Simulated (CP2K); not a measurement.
Runs of CP2K 2026.2 on MoS2. The cell holds a slab with vacuum, 3 atoms: a = 3.184 Å, b = 3.184 Å, c = 17.335 Å, α = 90.00°, β = 90.00°, γ = 120.00°. 

```tsv
task	level	potentials or basis	cell	k mesh	smearing	EPS_DEFAULT	NGRIDS	EXTRAPOLATION	optimiser	most steps	gap on the mesh (eV)	largest force (eV/Å)
relaxation of cell and atoms	LDA	GTH_POTENTIALS Mo GTH-PADE-q14, S GTH-PADE-q6; TZVP-MOLOPT-PBE-GTH basis	relaxed	7 × 7 × 2	fermi-dirac 0.1 eV	1.0E-9	4	USE_PREV_P	BFGS	40	2.15	0.09
band structure	r2SCAN	POTENTIAL_UZH Mo GTH-SCAN-q14, S GTH-SCAN-q6; TZVP-MOLOPT-SCAN-GTH basis	as given	10 × 10 × 2	fermi-dirac 0.1 eV	1.0E-9	4	-	-	-	1.79	0.21
band structure	r2SCAN	POTENTIAL_UZH Mo GTH-SCAN-q14, S GTH-SCAN-q6; TZVP-MOLOPT-SCAN-GTH basis	as given	10 × 10 × 2	fermi-dirac 0.1 eV	1.0E-10	5	-	-	-	1.79	0.21
band structure	LDA	GTH_POTENTIALS Mo GTH-PADE-q14, S GTH-PADE-q6; TZVP-MOLOPT-PBE-GTH basis	as given	10 × 10 × 2	fermi-dirac 0.0259 eV	1.0E-9	4	-	-	-	1.72	(a)
```

Alike in all rows: no spin polarisation.

Q: Fill in the values left out.

A: (a) 0.07.

Caveats: the basis of atomic orbitals isn't converged, which shifts pressures, moduli and gaps.

A k mesh can miss the band edges, and the runs leave out spin-orbit coupling on Mo.

Not every run made on this cell is shown here.
